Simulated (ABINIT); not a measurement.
# Mg (P6_3/mmc) in ABINIT: notebook, part 2 of 2

ABINIT 10.8.3 (patched build).

## 4. Equation of state, LDA

run.abi

```
# Datasets: one volume each
ndtset 7
getwfk -1
scalecart1 3*0.9795861087
scalecart2 3*0.9864848297
scalecart3 3*0.9932883884
scalecart4 3*1.0000000000
scalecart5 3*1.0066227096
scalecart6 3*1.0131594038
scalecart7 3*1.0196128224

# Pseudopotentials
pp_dirpath "./"
pseudos "Mg.LDA_PW-JTH.xml"

# Structure
acell 3.2093 3.2093 5.2103 Angstrom
rprim
     1.0000000000     0.0000000000     0.0000000000
    -0.5000000000     0.8660254038     0.0000000000
     0.0000000000     0.0000000000     1.0000000000
ntypat 1
znucl 12
natom 2
typat 1 1
xred
     0.6666666667     0.3333333333     0.7500000000
     0.3333333333     0.6666666667     0.2500000000

# Plane-wave basis
ecut 21.0
pawecutdg 42.0

# k points
kptopt 1
ngkpt 10 10 5
nshiftk 1
shiftk 0.0 0.0 0.0

# Exchange and correlation
ixc 7

# Bands and occupations
nband 14
occopt 3
tsmear 0.05 eV

# SCF cycle
nstep 100
tolvrs 1.0e-9

# Output
iomode 3
prtwf 1
prtden 0
prteig 0
prtebands 0
enunit 2
```

Potentials or basis: JTH PAW LDA v2.0.

The run is started by

```bash
$ abinit run.abi > log 2>&1
```

run.abo:

```text
.Version 10.8.3 of ABINIT
 DATASET    1 : space group P6_3/m m c (#194); Bravais hP (primitive hexag.)
================================================================================
 Values of the parameters that define the memory need for DATASET  1.
     intxc =       0    ionmov =       0      iscf =      17    lmnmax =       8
     lnmax =       4     mgfft =      40  mpssoang =       2    mqgrid =    3001
     natom =       2  nloc_mem =       2    nspden =       1   nspinor =       1
    nsppol =       1      nsym =      24    n1xccc =       1    ntypat =       1
    occopt =       3   xclevel =       1
       mpw =        1368          nfft =       29160          nkpt =          42
 PAW method is used; the additional fine FFT grid is defined by:
   mgfftf=        60    nfftf =     77760
================================================================================
================================================================================
[... 71 lines left out ...]
 DATASET    7 : space group P6_3/m m c (#194); Bravais hP (primitive hexag.)
================================================================================
 Values of the parameters that define the memory need for DATASET  7.
     intxc =       0    ionmov =       0      iscf =      17    lmnmax =       8
     lnmax =       4     mgfft =      45  mpssoang =       2    mqgrid =    3001
     natom =       2  nloc_mem =       2    nspden =       1   nspinor =       1
    nsppol =       1      nsym =      24    n1xccc =       1    ntypat =       1
    occopt =       3   xclevel =       1
       mpw =        1540          nfft =       32805          nkpt =          42
 PAW method is used; the additional fine FFT grid is defined by:
   mgfftf=        60    nfftf =     96000
================================================================================
================================================================================

--------------------------------------------------------------------------------
------------- Echo of variables that govern the present computation ------------
--------------------------------------------------------------------------------
 -outvars: echo values of preprocessed input variables --------
            acell      6.0646980559E+00  6.0646980559E+00  9.8460400338E+00 Bohr
              amu      2.43050000E+01
             ecut      2.10000000E+01 Hartree
           enunit           2
           getwfk          -1
              ixc           7
           jdtset        1    2    3    4    5    6    7
         kptrlatt       10    0    0      0   10    0      0    0    5
          kptrlen1     4.82252202E+01
          kptrlen2     4.85648456E+01
          kptrlen3     4.88997862E+01
          kptrlen4     4.92302002E+01
          kptrlen5     4.95562375E+01
          kptrlen6     4.98780403E+01
          kptrlen7     5.01957433E+01
            natom           2
            nband          14
           ndtset           7
            ngfft1         27      27      40
            ngfft2         27      27      45
            ngfft3         27      27      45
            ngfft4         27      27      45
            ngfft5         27      27      45
            ngfft6         27      27      45
            ngfft7         27      27      45
          ngfftdg1         36      36      60
          ngfftdg2         36      36      60
          ngfftdg3         36      36      60
          ngfftdg4         36      36      60
          ngfftdg5         36      36      60
[... 39 lines left out ...]
           xangst2     1.5829628820E+00  9.1392404604E-01  3.8549114311E+00
                       2.0767034689E-17  1.8278480921E+00  1.2849704770E+00
           xangst3     1.5938802124E+00  9.2022716973E-01  3.8814978676E+00
                      -4.5347456875E-16  1.8404543395E+00  1.2938326225E+00
           xangst4     1.6046500000E+00  9.2644510947E-01  3.9077250000E+00
                       5.4315924094E-17  1.8528902189E+00  1.3025750000E+00
           xangst5     1.6152771310E+00  9.3258068639E-01  3.9336047279E+00
                      -2.6771018951E-17  1.8651613728E+00  1.3112015760E+00
           xangst6     1.6257662373E+00  9.3863657477E-01  3.9591483312E+00
                      -2.9488243339E-17  1.8772731495E+00  1.3197161104E+00
           xangst7     1.6361217155E+00  9.4461531287E-01  3.9843665164E+00
                      -3.2170851071E-17  1.8892306257E+00  1.3281221721E+00
            xcart1     2.9704469845E+00  1.7149883661E+00  7.2337830321E+00
                      -1.0336653354E-16  3.4299767323E+00  2.4112610107E+00
            xcart2     2.9913663144E+00  1.7270661469E+00  7.2847268445E+00
                       3.9244008009E-17  3.4541322938E+00  2.4282422815E+00
            xcart3     3.0119970790E+00  1.7389773244E+00  7.3349679280E+00
                      -8.5694274000E-16  3.4779546488E+00  2.4449893093E+00
            xcart4     3.0323490279E+00  1.7507275276E+00  7.3845300254E+00
                       1.0264222081E-16  3.5014550552E+00  2.4615100085E+00
            xcart5     3.0524313950E+00  1.7623220876E+00  7.4334356233E+00
                      -5.0589893929E-17  3.5246441752E+00  2.4778118744E+00
            xcart6     3.0722529333E+00  1.7737660581E+00  7.4817060378E+00
                      -5.5724703844E-17  3.5475321161E+00  2.4939020126E+00
            xcart7     3.0918219509E+00  1.7850642357E+00  7.5293615013E+00
                      -6.0794097761E-17  3.5701284713E+00  2.5097871671E+00
             xred      6.6666666667E-01  3.3333333333E-01  7.5000000000E-01
                       3.3333333333E-01  6.6666666667E-01  2.5000000000E-01
            znucl       12.00000

================================================================================

 chkinp: Checking input parameters for consistency, jdtset=   1.

 chkinp: Checking input parameters for consistency, jdtset=   2.
[... 40 lines left out ...]
 getcut: wavevector=  0.0000  0.0000  0.0000  ngfft=  36  36  60
         ecut(hartree)=     42.000   => boxcut(ratio)=   2.07712

--- Pseudopotential description ------------------------------------------------
- pspini: atom type   1  psp file is ./Mg.LDA_PW-JTH.xml
 Pseudopotential format is: paw10
 basis_size (lnmax)=  4 (lmn_size=  8), orbitals=   0   0   1   1
 Spheres core radius: rc_sph= 1.90157919
 Shapefunction is SIN type: shapef(r)=[sin(pi*r/rshp)/(pi*r/rshp)]**2
 Radius for shape functions =  1.70710089
 Compensation charge density is not taken into account in XC energy/potential

   4.34606995E+02                                ecore*ucvol(ha*bohr**3)
--------------------------------------------------------------------------------

[... 1276 lines left out ...]
-Cartesian components of stress tensor (GPa)         [Pressure= -3.8777E+00 GPa]
- sigma(1 1)=  4.33661057E+00  sigma(3 2)=  0.00000000E+00
- sigma(2 2)=  4.33661057E+00  sigma(3 1)=  0.00000000E+00
- sigma(3 3)=  2.95981676E+00  sigma(2 1)=  0.00000000E+00

== END DATASET(S) ==============================================================
================================================================================

 -outvars: echo values of variables after computation  --------
            acell      6.0646980559E+00  6.0646980559E+00  9.8460400338E+00 Bohr
           etotal1    -1.2697782324E+02
           etotal2    -1.2697768147E+02
           etotal3    -1.2697738007E+02
           etotal4    -1.2697694059E+02
           etotal5    -1.2697637895E+02
           etotal6    -1.2697571448E+02
           etotal7    -1.2697498407E+02
            fcart1    -4.5323906422E-29 -5.4952316104E-28 -0.0000000000E+00
                       4.5323906422E-29  5.4952316104E-28 -0.0000000000E+00
            fcart2    -0.0000000000E+00 -0.0000000000E+00 -0.0000000000E+00
                      -0.0000000000E+00 -0.0000000000E+00 -0.0000000000E+00
            fcart3    -5.5873336538E-30 -3.2258485890E-30 -0.0000000000E+00
                       5.5873336538E-30  3.2258485890E-30 -0.0000000000E+00
            fcart4    -0.0000000000E+00 -0.0000000000E+00 -0.0000000000E+00
                      -0.0000000000E+00 -0.0000000000E+00 -0.0000000000E+00
            fcart5    -2.2053282079E-29 -2.5464936689E-29 -0.0000000000E+00
                       2.2053282079E-29  2.5464936689E-29 -0.0000000000E+00
[... 38 lines left out ...]
                       0.0000000000E+00  0.0000000000E+00  0.0000000000E+00
           xangst1     1.5718928493E+00  9.0753275971E-01  3.8279531266E+00
                      -5.4699213880E-17  1.8150655194E+00  1.2759843755E+00
           xangst2     1.5829628820E+00  9.1392404604E-01  3.8549114311E+00
                       2.0767034689E-17  1.8278480921E+00  1.2849704770E+00
           xangst3     1.5938802124E+00  9.2022716973E-01  3.8814978676E+00
                      -4.5347456875E-16  1.8404543395E+00  1.2938326225E+00
           xangst4     1.6046500000E+00  9.2644510947E-01  3.9077250000E+00
                       5.4315924094E-17  1.8528902189E+00  1.3025750000E+00
           xangst5     1.6152771310E+00  9.3258068639E-01  3.9336047279E+00
                      -2.6771018951E-17  1.8651613728E+00  1.3112015760E+00
           xangst6     1.6257662373E+00  9.3863657477E-01  3.9591483312E+00
                      -2.9488243339E-17  1.8772731495E+00  1.3197161104E+00
           xangst7     1.6361217155E+00  9.4461531287E-01  3.9843665164E+00
                      -3.2170851071E-17  1.8892306257E+00  1.3281221721E+00
             xred      6.6666666667E-01  3.3333333333E-01  7.5000000000E-01
                       3.3333333333E-01  6.6666666667E-01  2.5000000000E-01
 Calculation completed.
```

It took 1.8 min on 1 thread of Arm Neoverse V1, shared host; peak memory 0.13 GiB.

What came out:

| Quantity | Value |
| --- | --- |
| Equilibrium volume | 21.74 Å³/atom (rough: see the caveat) |
| Bulk modulus at fixed shape and positions | 45 GPa (rough) |

Energy against volume, from the lowest point:
| volume (Å³/atom) | energy (meV/atom) |
| --- | --- |
| 21.843 | 0.00 |
| 22.308 | 1.93 |
| 22.772 | 6.03 |
| 23.237 | 12.01 |
| 23.702 | 19.65 |
| 24.167 | 28.69 |
| 24.631 | 38.63 |

Caveat: pressures at fixed basis lie under the slope of the energies; the minimum lies outside the volumes run; the cell was scaled at fixed shape and fractional positions, which overstates the stiffness of a crystal with free parameters, most of all of layers and chains.

## 5. Equation of state, rPW86PBE

Edit run.abi of step 4 so:

```diff
@@ -13,6 +13,6 @@
 pp_dirpath "./"
-pseudos "Mg.LDA_PW-JTH.xml"
+pseudos "Mg.GGA_PBE-JTH.xml"
 
 # Structure
-acell 3.2093 3.2093 5.2103 Angstrom
+acell 6.0646980518 6.0646980518 9.8460400271
 rprim
@@ -30,4 +30,4 @@
 # Plane-wave basis
-ecut 21.0
-pawecutdg 42.0
+ecut 15.0
+pawecutdg 30.0
 
@@ -40,3 +40,3 @@
 # Exchange and correlation
-ixc 7
+ixc -144130
 
@@ -57,2 +57,2 @@
 prtebands 0
-enunit 2
+enunit 1
```

Potentials or basis: JTH PAW PBE v2.0.

The run is started by

```bash
$ abinit run.abi > log 2>&1
```

Run time: 93 s. Hardware: 1 thread of Arm Neoverse V1, shared host; peak memory 0.13 GiB.

Results (log left out):

```yaml
Equilibrium_volume: 22.86 Å³/atom
Bulk_modulus_at_fixed_shape_and_positions: 35 GPa
Pressure_derivative_of_the_bulk_modulus: "4.5 (rough: it moves with the points fitted)"
```

Energy against volume, from the lowest point:
```tsv
volume (Å³/atom)	energy (meV/atom)
21.843	5.37
22.308	1.28
22.772	0.00
23.237	0.79
23.702	2.90
24.167	7.18
24.631	12.94
```

Caveat: the cutoff is too short for stress, so the log's stress isn't used; pressures at fixed basis lie under the slope of the energies; the cell was scaled at fixed shape and fractional positions, which overstates the stiffness of a crystal with free parameters, most of all of layers and chains; the PAW data sets were made with another functional, which shifts forces and pressure a little.
